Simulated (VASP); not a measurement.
# KBr in VASP: one cell, several levels of theory

KBr (rocksalt), under -3.0 % strain along x alone is computed at one geometry. Runs: PBE, r2SCAN. The results are then set beside those of Ansatz 0.2.0 for the same cell.

Program: VASP 6.6.1. PAW datasets, plane waves. Spin-unpolarised throughout; all numbers are computed.

## Step 1: The cell

The cell comes from an earlier relaxation with r2SCAN in another program, then strained, with the atoms relaxed again.

It is tetragonal, I4/mmm (No. 139); a = 4.670 Å, c = 6.406 Å in the conventional setting, 34.93 Å³ an atom. K has 6 Br at 3.20–3.30 Å; Br has 6 K at 3.20–3.30 Å.

As a file:

```cif
data_structure
_symmetry_space_group_name_H-M 'P 1'
_symmetry_Int_Tables_number 1
_cell_length_a 4.6701
_cell_length_b 4.6006
_cell_length_c 4.6006
_cell_angle_alpha 61.002
_cell_angle_beta 59.499
_cell_angle_gamma 59.499
_cell_volume 69.86
loop_
_atom_site_label
_atom_site_type_symbol
_atom_site_fract_x
_atom_site_fract_y
_atom_site_fract_z
_atom_site_occupancy
K1 K 0.00000 0.00000 0.00000 1
Br1 Br 0.50000 0.50000 0.50000 1
```

## Step 2: Single point with PBE

Input file INCAR:

```
ENCUT = 520.000000
SIGMA = 0.020000
EDIFF = 1.00e-07
GGA = PE
PREC = Accurate
IBRION = -1
ISIF = 2
ISMEAR = -1
NBANDS = 15
NELM = 120
NSW = 0
LASPH = .TRUE.
LCHARG = .TRUE.
LELF = .TRUE.
LWAVE = .FALSE.
LREAL = .FALSE.
```

Input file KPOINTS:

```
KPOINTS created by Atomic Simulation Environment
0
Gamma
6 6 6
0 0 0
```

Input file KPOINTS_OPT:

```
special points
6
Reciprocal
0.0000000000 0.0000000000 0.0000000000 1
0.5000000000 0.0000000000 0.5000000000 1
0.6250000000 0.2500000000 0.6250000000 1
0.3750000000 0.3750000000 0.7500000000 1
0.5000000000 0.5000000000 0.5000000000 1
0.5000000000 0.2500000000 0.7500000000 1
```

Input file POSCAR:

```
K  Br
 1.0000000000000000
     0.0000000000000000    3.3022478146999998    3.3022478146999998
     3.2031803803000001    0.0000000000000000    3.3022478146999998
     3.2031803803000001    3.3022478146999998    0.0000000000000000
 K   Br
   1   1
Cartesian
  0.0000000000000000  0.0000000000000000  0.0000000000000000
  3.2031803803000001  3.3022478146999994  3.3022478146999994
```

Potentials: the recommended PBE PAW datasets, 16 valence electrons in the neutral cell.

Run with:

```console
> mpirun -np 1 vasp_std
```

Printed to the terminal (iteration lines stand in OSZICAR):

```text
POSCAR found type information on POSCAR K Br
 POSCAR found :  2 types and       2 ions
 LDA part: xc-table for (Slater+PW92), standard interpolation
 POSCAR, INCAR and KPOINTS ok, starting setup
 FFT: planning ... GRIDC
 FFT: planning ... GRID_SOFT
 FFT: planning ... GRID
 WAVECAR not read
 entering main loop
 Start KPOINTS_OPT (optional k-point list driver)
k-point batch [1-6\6]
```

OSZICAR:

```text
N       E                     dE             d eps       ncg     rms          rms(c)
DAV:   1     0.995260678417E+02    0.99526E+02   -0.68791E+03   900   0.942E+02
DAV:   2    -0.303601370716E+00   -0.99830E+02   -0.92074E+02  1146   0.230E+02
DAV:   3    -0.613308064790E+01   -0.58295E+01   -0.57967E+01  1251   0.490E+01
DAV:   4    -0.636244826248E+01   -0.22937E+00   -0.22933E+00  1368   0.836E+00
DAV:   5    -0.636440536544E+01   -0.19571E-02   -0.19571E-02  1293   0.831E-01    0.330E+00
DAV:   6    -0.619772498318E+01    0.16668E+00   -0.21120E-01  1124   0.224E+00    0.241E+00
DAV:   7    -0.618727502198E+01    0.10450E-01   -0.10683E-01  1222   0.178E+00    0.106E+00
DAV:   8    -0.619577459210E+01   -0.84996E-02   -0.11469E-02  1012   0.789E-01    0.115E-01
DAV:   9    -0.619654628244E+01   -0.77169E-03   -0.75515E-04  1201   0.170E-01    0.766E-02
DAV:  10    -0.619682756217E+01   -0.28128E-03   -0.27509E-04   935   0.959E-02    0.111E-02
DAV:  11    -0.619684601835E+01   -0.18456E-04   -0.26661E-05  1119   0.306E-02    0.633E-03
DAV:  12    -0.619684752751E+01   -0.15092E-05   -0.37674E-06   991   0.130E-02    0.145E-03
DAV:  13    -0.619684761001E+01   -0.82493E-07   -0.10938E-07  1114   0.187E-03
   1 F= -.61968476E+01 E0= -.61968476E+01  d E =-.914311E-13
       N       E                     dE             ncg
DAV:   1     0.709310510311E+02   -0.28227E+04      180
DAV:   2    -0.560838666131E+03   -0.63177E+03      243
DAV:   3    -0.595826532233E+03   -0.34988E+02      250
DAV:   4    -0.596847380775E+03   -0.10208E+01      250
DAV:   5    -0.596852757146E+03   -0.53764E-02      250
DAV:   6    -0.596852891428E+03   -0.13428E-03      255
DAV:   7    -0.596852892385E+03   -0.95697E-06      258
DAV:   8    -0.596852892395E+03   -0.95777E-08      182
```

The lines after F= are the extra pass for the points of KPOINTS_OPT, at fixed density; their E is not a total energy.

OUTCAR, selected sections:

```text
k-points           NKPTS =     30   k-points in BZ     NKDIM =     30   number of bands    NBANDS=     15

   NELECT =      16.0000    total number of electrons

   dimension x,y,z NGX =    36 NGY =   36 NGZ =   36
   dimension x,y,z NGXF=    72 NGYF=   72 NGZF=   72

  energy-cutoff  :      520.00
  volume of cell :       69.86
      direct lattice vectors                 reciprocal lattice vectors
     0.000000000  3.302247815  3.302247815    -0.156094862  0.151412016  0.151412016
     3.203180380  0.000000000  3.302247815     0.156094862 -0.151412016  0.151412016
     3.203180380  3.302247815  0.000000000     0.156094862  0.151412016 -0.151412016

 k-points in reciprocal lattice and weights: KPOINTS created by Atomic Simulation Env
   0.00000000  0.00000000  0.00000000       0.005
   0.16666667 -0.00000000 -0.00000000       0.037
   0.33333333 -0.00000000 -0.00000000       0.037
   0.50000000 -0.00000000 -0.00000000       0.019
   0.16666667  0.16666667  0.00000000       0.019
   0.33333333  0.16666667 -0.00000000       0.074
   0.50000000  0.16666667 -0.00000000       0.074
  -0.33333333  0.16666667 -0.00000000       0.074
[... 22 more k-points ...]

 E-fermi :  -1.1042

 k-point     1 :       0.0000    0.0000    0.0000
  band No.  band energies     occupation
      1     -29.3447      2.00000
      2     -13.9543      2.00000
      3     -12.8268      2.00000
      4     -12.8242      2.00000
      5     -12.8242      2.00000
      6      -1.6313      2.00000
      7      -1.6313      2.00000
      8      -1.6117      2.00000
      9       2.8838      0.00000
     10       5.9219      0.00000
     11       5.9219      0.00000
     12       6.1133      0.00000
     13       6.7533      0.00000
     14       6.9025      0.00000
     15      10.0550      0.00000

 k-point     2 :       0.1667   -0.0000   -0.0000
  band No.  band energies     occupation
      1     -29.3430      2.00000
      2     -14.0090      2.00000
      3     -12.8266      2.00000
      4     -12.8264      2.00000
      5     -12.7510      2.00000
      6      -2.0092      2.00000
      7      -1.7260      2.00000
      8      -1.7152      2.00000
      9       3.5563      0.00000
     10       5.8471      0.00000
     11       6.2627      0.00000
     12       6.3812      0.00000
     13       7.1223      0.00000
     14       7.2883      0.00000
     15      10.9673      0.00000

 k-point     3 :       0.3333   -0.0000   -0.0000
  band No.  band energies     occupation
      1     -29.3397      2.00000
      2     -14.1027      2.00000
      3     -12.8314      2.00000
      4     -12.8278      2.00000
      5     -12.6167      2.00000
      6      -2.6106      2.00000
      7      -1.9029      2.00000
      8      -1.8961      2.00000
      9       4.6551      0.00000
     10       6.1608      0.00000
     11       7.1673      0.00000
     12       7.2571      0.00000
     13       8.0530      0.00000
     14       8.2559      0.00000
     15      10.0033      0.00000

 k-point     4 :       0.5000   -0.0000   -0.0000
  band No.  band energies     occupation
      1     -29.3381      2.00000
      2     -14.1441      2.00000
      3     -12.8338      2.00000
      4     -12.8285      2.00000
      5     -12.5546      2.00000
      6      -2.8626      2.00000
      7      -1.9858      2.00000
      8      -1.9811      2.00000
      9       5.0245      0.00000
     10       6.7111      0.00000
     11       8.2137      0.00000
     12       8.2223      0.00000
     13       8.4117      0.00000
     14       8.6829      0.00000
     15       9.4230      0.00000

 k-point     5 :       0.1667    0.1667    0.0000
  band No.  band energies     occupation
      1     -29.3426      2.00000
      2     -13.9930      2.00000
      3     -12.8374      2.00000
      4     -12.8327      2.00000
      5     -12.7581      2.00000
      6      -2.0955      2.00000
      7      -1.7127      2.00000
      8      -1.7017      2.00000
      9       3.7035      0.00000
     10       5.3174      0.00000
     11       6.6158      0.00000
     12       6.7872      0.00000
     13       7.0563      0.00000
     14       7.4681      0.00000
     15      11.2263      0.00000

[... the tables of k-points 6 to 30 left out ...]

  Total        0.9376515      0.3949356      0.3949356      0.0000000      0.0000000      0.0000000
  in kB       21.5041029      9.0574545      9.0574545      0.0000000      0.0000000      0.0000000
  external PRESSURE =      13.2063373 kB  Pullay stress =       0.0000000 kB

 POSITION                                       TOTAL-FORCE (eV/Angst)
 -----------------------------------------------------------------------------------
      0.00000      0.00000      0.00000        -0.000000      0.000000     -0.000000
      3.20318      3.30225      3.30225         0.000000      0.000000      0.000000
 -----------------------------------------------------------------------------------
    total drift:                                0.000000      0.000000      0.000000

  FREE ENERGIE OF THE ION-ELECTRON SYSTEM (eV)
  ---------------------------------------------------
  free  energy   TOTEN  =        -6.1968476100 eV

  energy  without entropy=       -6.1968476100  energy(sigma->0) =       -6.19684761
```

Hardware: 1 MPI rank of Intel Xeon Platinum 8488C, shared host.

The levels at the points of KPOINTS_OPT are read from vasprun.xml.

Band energies at the special points (eV, zero at the top of v, the last band that the electrons fill by count):

```tsv
point	v−1	v	c	c+1
Γ	-0.02	0.00	4.50	7.53
X	-0.30	-0.29	5.83	7.28
U	-0.69	-0.35	6.60	8.28
K	-0.69	-0.35	6.60	8.28
L	-0.37	-0.37	6.64	8.32
W	-0.63	-0.62	7.48	7.48
```

The PBE gap is 4.50 eV, direct at Γ. Pressure: 1.32 GPa; the forces vanish within 0.01 eV/Å.

Axes a, b and c in the maps are those of this run's conventional cell (a, b, c = 4.670, 4.670, 6.406 Å).

Density in a lattice plane of the grid's cell (edges 4.67 and 6.41 Å, at 0.000 of the third edge), which holds K and Br.

Values in e/Å³, 12 rows by 8 columns:
```
 2.90  1.22  0.09  0.01  0.01  0.01  0.09  1.22
 0.34  0.15  0.03  0.01  0.01  0.01  0.03  0.15
 0.11  0.07  0.03  0.01  0.01  0.01  0.03  0.07
 0.52  0.31  0.09  0.02  0.01  0.02  0.09  0.31
 1.09  1.03  0.24  0.04  0.01  0.04  0.24  1.03
-0.71  1.19  0.35  0.05  0.02  0.05  0.35  1.19
 1.09  1.03  0.24  0.04  0.01  0.04  0.24  1.03
 0.52  0.31  0.09  0.02  0.01  0.02  0.09  0.31
 0.11  0.07  0.03  0.01  0.01  0.01  0.03  0.07
 0.34  0.15  0.03  0.01  0.01  0.01  0.03  0.15
 2.90  1.22  0.09  0.01  0.01  0.01  0.09  1.22
 4.62  2.58  0.17  0.02  0.02  0.02  0.17  2.58
```
Columns run along the first of these edges and rows up along the second, over one cell in 8 and 12 even steps from the bottom left corner. Atoms in the plane (fractional): K at (0.00, 0.00), Br at (0.00, 0.50).

ELF in the same plane.

Ten even steps from '0' (0.01) to '9' (0.88):
```
679961000000016997
999840000000004899
775300000000000357
110000000000000001
211110000000001111
887653100000135678
999986410001468999
999998520002589999
789998630003689998
369998730003789996
789998630003689998
999998520002589999
999986410001468999
887653100000135678
211110000000001111
110000000000000001
775300000000000357
999840000000004899
679961000000016997
358972000000027985
```
Columns run along the first of these edges and rows up along the second, over one cell in 18 and 20 even steps from the bottom left corner. Atoms in the plane (fractional): K at (0.00, 0.00), Br at (0.00, 0.50).

Both are smooth fields of the valence electrons: close to the nuclei they are not physical.

The highest ELF values outside the cores: 0.88 in the shell around Br, 0.8 Å from Br.

## Step 3: r2SCAN

Input file INCAR:

```
ENCUT = 520.000000
SIGMA = 0.010000
EDIFF = 1.00e-07
ALGO = Normal
METAGGA = R2SCAN
PREC = Accurate
IBRION = -1
ISIF = 2
ISMEAR = 0
NBANDS = 15
NELM = 120
NSW = 0
LASPH = .TRUE.
LCHARG = .TRUE.
LELF = .TRUE.
LWAVE = .FALSE.
LREAL = .FALSE.
```

KPOINTS is that of step 2.

KPOINTS_OPT is that of step 2.

POSCAR is that of step 2.

Run with:

```console
> mpirun -np 1 vasp_std
```

Standard output, without the iteration lines:

```text
POSCAR found type information on POSCAR K Br
 POSCAR found :  2 types and       2 ions
 -----------------------------------------------------------------------------
|                                                                             |
|                                                                             |
|     You enforced a specific xc type in the INCAR file but a different       |
|     I HOPE YOU KNOW WHAT YOU ARE DOING!                                     |
|                                                                             |
 -----------------------------------------------------------------------------

 LDA part: xc-table for (None), standard interpolation
 POSCAR, INCAR and KPOINTS ok, starting setup
 FFT: planning ... GRIDC
 FFT: planning ... GRID_SOFT
 FFT: planning ... GRID
 WAVECAR not read
 entering main loop
 Start KPOINTS_OPT (optional k-point list driver)
k-point batch [1-6\6]
```

OSZICAR:

```text
N       E                     dE             d eps       ncg     rms          rms(c)
DAV:   1     0.800236974057E+02    0.80024E+02   -0.70116E+03   900   0.962E+02
DAV:   2    -0.207162745802E+02   -0.10074E+03   -0.92742E+02  1167   0.240E+02
DAV:   3    -0.267414021247E+02   -0.60251E+01   -0.59859E+01  1244   0.500E+01
DAV:   4    -0.270144160430E+02   -0.27301E+00   -0.27294E+00  1375   0.917E+00
DAV:   5    -0.270166972200E+02   -0.22812E-02   -0.22811E-02  1279   0.947E-01    0.304E+00
DAV:   6    -0.232522730271E+02    0.37644E+01   -0.10637E+00  1329   0.865E+00    0.176E+00
DAV:   7    -0.232233822149E+02    0.28891E-01   -0.15502E-01  1222   0.238E+00    0.888E-01
DAV:   8    -0.232330324279E+02   -0.96502E-02   -0.92473E-03   984   0.750E-01    0.436E-01
DAV:   9    -0.232385004706E+02   -0.54680E-02   -0.39559E-03   956   0.602E-01    0.108E-01
DAV:  10    -0.232385694957E+02   -0.69025E-04   -0.61697E-05  1286   0.612E-02    0.559E-02
DAV:  11    -0.232387008907E+02   -0.13140E-03   -0.11007E-04   921   0.952E-02    0.841E-03
DAV:  12    -0.232387003532E+02    0.53749E-06   -0.18931E-06  1278   0.102E-02    0.261E-03
DAV:  13    -0.232387004482E+02   -0.94925E-07   -0.31299E-07  1061   0.402E-03
   1 F= -.23238700E+02 E0= -.23238700E+02  d E =-.378155E-75
       N       E                     dE             ncg
DAV:   1     0.273629354797E+02   -0.28663E+04      180
DAV:   2    -0.628944257043E+03   -0.65631E+03      243
DAV:   3    -0.665247815814E+03   -0.36304E+02      250
DAV:   4    -0.666357984034E+03   -0.11102E+01      250
DAV:   5    -0.666364413502E+03   -0.64295E-02      243
DAV:   6    -0.666364586767E+03   -0.17326E-03      262
DAV:   7    -0.666364587972E+03   -0.12054E-05      251
DAV:   8    -0.666364587985E+03   -0.13061E-07      161
```

OUTCAR, selected sections:

```text
k-points           NKPTS =     30   k-points in BZ     NKDIM =     30   number of bands    NBANDS=     15

   NELECT =      16.0000    total number of electrons

   dimension x,y,z NGX =    36 NGY =   36 NGZ =   36
   dimension x,y,z NGXF=    72 NGYF=   72 NGZF=   72

  energy-cutoff  :      520.00
  volume of cell :       69.86
      direct lattice vectors                 reciprocal lattice vectors
     0.000000000  3.302247815  3.302247815    -0.156094862  0.151412016  0.151412016
     3.203180380  0.000000000  3.302247815     0.156094862 -0.151412016  0.151412016
     3.203180380  3.302247815  0.000000000     0.156094862  0.151412016 -0.151412016

 k-points in reciprocal lattice and weights: KPOINTS created by Atomic Simulation Env
   0.00000000  0.00000000  0.00000000       0.005
   0.16666667 -0.00000000 -0.00000000       0.037
   0.33333333 -0.00000000 -0.00000000       0.037
   0.50000000 -0.00000000 -0.00000000       0.019
   0.16666667  0.16666667  0.00000000       0.019
   0.33333333  0.16666667 -0.00000000       0.074
   0.50000000  0.16666667 -0.00000000       0.074
  -0.33333333  0.16666667 -0.00000000       0.074
[... 22 more k-points ...]

 E-fermi :  -1.8909

 k-point     1 :       0.0000    0.0000    0.0000
  band No.  band energies     occupation
      1     -30.8549      2.00000
      2     -14.7999      2.00000
      3     -13.5643      2.00000
      4     -13.5642      2.00000
      5     -13.5642      2.00000
      6      -2.0412      2.00000
      7      -2.0412      2.00000
      8      -2.0186      2.00000
      9       3.1246      0.00000
     10       6.1416      0.00000
     11       6.1416      0.00000
     12       6.3346      0.00000
     13       7.1251      0.00000
     14       7.2871      0.00000
     15      10.1056      0.00000

 k-point     2 :       0.1667   -0.0000   -0.0000
  band No.  band energies     occupation
      1     -30.8533      2.00000
      2     -14.8517      2.00000
      3     -13.5664      2.00000
      4     -13.5648      2.00000
      5     -13.4908      2.00000
      6      -2.4058      2.00000
      7      -2.1343      2.00000
      8      -2.1213      2.00000
      9       3.7910      0.00000
     10       6.0275      0.00000
     11       6.4974      0.00000
     12       6.6157      0.00000
     13       7.5052      0.00000
     14       7.6841      0.00000
     15      11.1202      0.00000

 k-point     3 :       0.3333   -0.0000   -0.0000
  band No.  band energies     occupation
      1     -30.8501      2.00000
      2     -14.9417      2.00000
      3     -13.5707      2.00000
      4     -13.5658      2.00000
      5     -13.3563      2.00000
      6      -3.0046      2.00000
      7      -2.3090      2.00000
      8      -2.2998      2.00000
      9       4.8440      0.00000
     10       6.3573      0.00000
     11       7.4454      0.00000
     12       7.5359      0.00000
     13       8.4627      0.00000
     14       8.6772      0.00000
     15      10.4810      0.00000

 k-point     4 :       0.5000   -0.0000   -0.0000
  band No.  band energies     occupation
      1     -30.8485      2.00000
      2     -14.9817      2.00000
      3     -13.5729      2.00000
      4     -13.5662      2.00000
      5     -13.2936      2.00000
      6      -3.2593      2.00000
      7      -2.3913      2.00000
      8      -2.3841      2.00000
      9       5.1592      0.00000
     10       6.9401      0.00000
     11       8.5758      0.00000
     12       8.5798      0.00000
     13       8.7382      0.00000
     14       9.0125      0.00000
     15       9.9781      0.00000

 k-point     5 :       0.1667    0.1667    0.0000
  band No.  band energies     occupation
      1     -30.8529      2.00000
      2     -14.8357      2.00000
      3     -13.5746      2.00000
      4     -13.5725      2.00000
      5     -13.4987      2.00000
      6      -2.4927      2.00000
      7      -2.1228      2.00000
      8      -2.1087      2.00000
      9       3.9510      0.00000
     10       5.4759      0.00000
     11       6.8658      0.00000
     12       7.0395      0.00000
     13       7.4466      0.00000
     14       7.8554      0.00000
     15      11.3650      0.00000

[... the tables of k-points 6 to 30 left out ...]

  Total        0.6504123      0.0751763      0.0751763      0.0000000      0.0000000     -0.0000000
  in kB       14.9165583      1.7240940      1.7240940      0.0000000      0.0000000     -0.0000000
  external PRESSURE =       6.1215821 kB  Pullay stress =       0.0000000 kB

 POSITION                                       TOTAL-FORCE (eV/Angst)
 -----------------------------------------------------------------------------------
      0.00000      0.00000      0.00000         0.000000     -0.000000      0.000000
      3.20318      3.30225      3.30225         0.000000      0.000000     -0.000000
 -----------------------------------------------------------------------------------
    total drift:                                0.000000      0.000000      0.000000

  FREE ENERGIE OF THE ION-ELECTRON SYSTEM (eV)
  ---------------------------------------------------
  free  energy   TOTEN  =       -23.2387004482 eV

  energy  without entropy=      -23.2387004482  energy(sigma->0) =      -23.23870045
```

Hardware: 1 MPI rank of Intel Xeon Platinum 8488C, shared host.

The levels at the points of KPOINTS_OPT are read from vasprun.xml.

Near the gap, in eV above the top of the last filled band v; c is the band after it:

```tsv
point	v−1	v	c	c+1
Γ	-0.02	0.00	5.14	8.16
X	-0.30	-0.29	6.33	8.11
U	-0.68	-0.35	7.13	9.11
K	-0.68	-0.35	7.13	9.11
L	-0.37	-0.37	7.18	8.96
W	-0.64	-0.61	8.03	8.03
```

The r2SCAN gap is 5.14 eV, direct at Γ. Pressure: 0.61 GPa; the forces vanish within 0.01 eV/Å.

## Step 4: Results

| level | gap (eV) | pressure (GPa) | Ansatz: gap (eV) | Ansatz: pressure (GPa) |
| --- | --- | --- | --- | --- |
| PBE | 4.50 | 1.32 | 4.50 | 1.28 |
| r2SCAN | 5.14 | 0.61 | 5.14 | 0.61 |

**Reading.** The gap spans 4.50 eV (PBE) to 5.14 eV (r2SCAN). The pressure is highest with PBE (1.3 GPa) and lowest with r2SCAN (0.6 GPa), which orders the cells that they would relax to. The two programs agree on the gap within 0.01 eV, far less than the spread between functionals. Datasets and cutoffs are each program's own.
